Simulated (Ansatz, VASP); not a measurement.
I in VASP and in Ansatz

File INCAR:

```
PREC     = Accurate       # precision mode
ENCUT    = 600            # plane-wave cutoff, eV
EDIFF    = 1E-6           # SCF threshold, eV
ISMEAR   = 0              # smearing method
SIGMA    = 0.1            # smearing width, eV
LREAL    = F              # projectors in reciprocal space
LASPH    = T              # aspherical terms in the spheres
NELM     = 100            # most SCF steps
ALGO     = Normal         # electronic algorithm
ISIF     = 3              # what is computed and relaxed
LWAVE    = F              # write WAVECAR
LCHARG   = F              # write CHGCAR
GGA      = PS             # functional
IBRION   = 2              # ionic algorithm
NSW      = 90             # ionic steps
EDIFFG   = -0.04          # ionic threshold
```

KPOINTS

```
Automatic mesh
0
Gamma
  6 6 6
```

File POSCAR:

```
I
1.0
    3.8321885750      0.0000000000      0.0000000000
   -1.9160942875      3.3187726580      0.0000000000
    0.0000000000      0.0000000000      3.5807011997
I
1
Direct
    0.0000000000      0.0000000000      0.0000000000
```

Input for Ansatz:

```yaml
crystal:
  lattice:
    - [3.832188575, 0.0, 0.0]
    - [-1.9160942875, 3.318772658, 0.0]
    - [0.0, 0.0, 3.5807011997]
  atoms:
    - { symbol: I, position: [0.0, 0.0, 0.0] }
basis:
  ecutwfc: 420
kpoints:
  mp_grid: { grid: [6, 6, 6] }
hamiltonian:
  xc: pbesol
scf:
  occupations: { method: gaussian, width: 0.1 }
  lower_state_search: "off"
output:
  forces: true
  stress: true
  eigenvalues: true
relax:
  adjacent_minimum: "off"
  f_tol: 0.04
  max_steps: 70
  cell: { stress_tol: 0.4 }
```

Alike in both runs: task relaxation of cell and atoms; functional PBEsol; k mesh 6 × 6 × 6; occupations gaussian, width 0.1 eV; no spin polarisation.

|  | VASP | Ansatz |
| --- | --- | --- |
| version | VASP 6.6.1 | Ansatz 0.2.0 |
| potentials or method | VASP PAW PBE potentials, release 64 (I) | scalar-relativistic, plane waves, PAW |
| plane-wave cutoff (eV) | 600 | 420 |
| valence electrons in the cell | 7 | 17 |

Ansatz gave:

| Item | Value |
| --- | --- |
| gap on the k mesh at the Fermi level, each at its own relaxed structure (eV) | none |
| relaxed volume (Å³/atom) | 35.44 |
| relaxed cell length with the largest relative difference (Å) | 3.520 |
| energy change over the relaxation (meV/atom) | -171 |

Question: Estimate VASP's values.

Answer: gap on the k mesh at the Fermi level, each at its own relaxed structure (eV): none; relaxed volume (Å³/atom): 35.34; relaxed cell length with the largest relative difference (Å): 3.515; energy change over the relaxation (meV/atom): -171.

A gap of «none» marks a metal or a gap that the smearing closes. The two sets of potentials don't hold the same shells in valence.

Caveats: the volume moved by over 15 % at a fixed basis, so the end points are rough (VASP); the PAW data sets were made with another functional, which shifts forces and pressure a little (VASP); an odd number of electrons without spin polarisation forces a metal; a magnetic or distorted state may lie lower. Spin-orbit coupling is left out, which matters for the levels of I.
